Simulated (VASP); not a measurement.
Write the native input for VASP 6.6.1 that does the following.

* Task: relaxation of cell and atoms
* Functional: PBE
* Dispersion: D3(BJ)
* Potentials or basis: VASP PAW PBE potentials, release 64 (Mo_sv, S)
* Cutoff: 600 eV
* k mesh: 12 × 12 × 3
* Occupations: gaussian, width 0.03 eV
* Spin: no spin polarisation
* Further INCAR settings: ALGO = Normal; EDIFF = 1e-07; IBRION = 2; EDIFFG = -0.005; NSW = 90; ISIF = 3

The structure of MoS2 lies in POSCAR:

```
MoS2                                    
1.0
    3.1487811861      0.0000000000      0.0000000000
   -1.5743905931      2.7269244981     -0.0000000000
    0.0000000000      0.0000000000     12.0885171661
  Mo              S             
     2     4
Direct
     0.3333333332999970    0.6666666667000030    0.2500000000000000
     0.6666666667000030    0.3333333332999970    0.7500000000000000
     0.3333333332999970    0.6666666667000030    0.6205253140717246
     0.6666666667000030    0.3333333332999970    0.1205253140717245
     0.3333333332999970    0.6666666667000030    0.8794746859282754
     0.6666666667000030    0.3333333332999970    0.3794746859282756
```

One way to write it, as run:

INCAR

```
PREC = Accurate ; ENCUT = 600
EDIFF = 1E-7 ; ISMEAR = 0
SIGMA = 0.03 ; LREAL = F
LASPH = T ; NELM = 80
ALGO = Normal ; ISIF = 3
LWAVE = F ; LCHARG = F
GGA = PE ; IVDW = 12
IBRION = 2 ; NSW = 90
EDIFFG = -0.005 ; KPAR = 4
```

KPOINTS

```
Automatic mesh
0
Gamma
  12 12 3
```

Potentials or basis: VASP PAW PBE potentials, release 64 (Mo_sv, S).

The run is started by

```sh
$ cat potpaw_PBE.64/Mo_sv/POTCAR potpaw_PBE.64/S/POTCAR > POTCAR
$ mpirun -np 4 vasp_std > vasp.out
```

Results of the run:

```json
{
 "Pressure after relaxing": "0.0 GPa",
 "Band gap on the k mesh": "0.80 eV, indirect (least direct gap 1.71 eV)",
 "Dispersion energy per atom": "-0.438 eV"
}
```

Caveat: the relaxation stopped at its first step, so nothing moved; an odd mesh through Γ misses points on the zone boundary, where band edges often lie.

It took 80 s on 4 MPI ranks on Intel(R) Xeon(R) Platinum 8259CL CPU @ 2.50GHz (Skylake/Cascade Lake), on a shared host, peak memory 0.33 GiB a rank.
